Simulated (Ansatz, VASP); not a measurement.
One calculation of Zn, two programs

```
Zn
1.0
     0.00000    1.99550    1.99550
     1.99550    0.00000    1.99550
     1.99550    1.99550    0.00000
Zn
1
Direct
  0.00000 0.00000 0.00000
```

Alike in both runs: task single point; functional PBEsol; k mesh 16 × 16 × 16; occupations fermi-dirac, width 0.1 eV; no spin polarisation.

|  | VASP | Ansatz |
| --- | --- | --- |
| version | VASP 6.6.1 | Ansatz 0.2.0 |
| potentials or method | VASP PAW PBE potentials, release 64 (Zn) | plane waves (420 eV) with PAW, scalar-relativistic |
| plane-wave cutoff (eV) | 520 | 420 |
| valence electrons in the cell | 12 | 12 |

VASP gave:

| Quantity | Value |
| --- | --- |
| pressure (GPa) | -7.2 |

Q: What did Ansatz give for the same quantities?

A: Pressure (GPa): -7.4.

The functional is the same, so the differences come from potentials, cutoffs and numerics. Ansatz warned: «pseudo_functional_mismatch».

Caveats: the PAW data sets were made with another functional, which shifts forces and pressure a little (VASP).
